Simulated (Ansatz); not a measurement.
**In under changes of volume**

One of the cells (26.686 Å³/atom); the others are scaled copies at fixed shape and fractional positions:

```
In
1.0
    -1.88253    1.88253    1.88253
     1.88253   -1.88253    1.88253
     1.88253    1.88253   -1.88253
In
1
Direct
  0.00000 0.00000 0.00000
```

This isn't the form of In at room conditions, which is tetragonal.

* Program: Ansatz 0.2.0
* Functional: PBEsol
* Potentials or basis: all-electron LAPW, scalar-relativistic
* Cutoff: 192 eV (chosen from the basis error)
* Basis error allowed: 0.0005 eV/atom
* k mesh: 10 × 10 × 10
* Occupations: fermi-dirac, width 0.05 eV
* Spin: no spin polarisation

```csv
volume (Å³/atom),energy over the lowest point (meV/atom),pressure (GPa)
25.085,2.21,1.2
25.618,0.00,0.3
26.152,0.70,-0.6
26.686,3.92,-1.3
27.220,?,?
27.753,16.94,-2.6
28.287,26.33,-3.1
```

What does the run at 27.220 Å³/atom give?

Energy over the lowest point 9.42 meV/atom; pressure -2.0 GPa.

Worked out: A Birch-Murnaghan fit of order 3 (a polynomial in V^(-2/3)) to the other rows has its minimum at 25.75 Å³/atom with B0 = V·E''(V) = 40 GPa and B' = 4.4. It gives 9.42 meV/atom at 27.220 Å³/atom, against the run's 9.42, and -dE/dV = -2.0 GPa, against -2.0.

Energies are extrapolated to zero smearing.
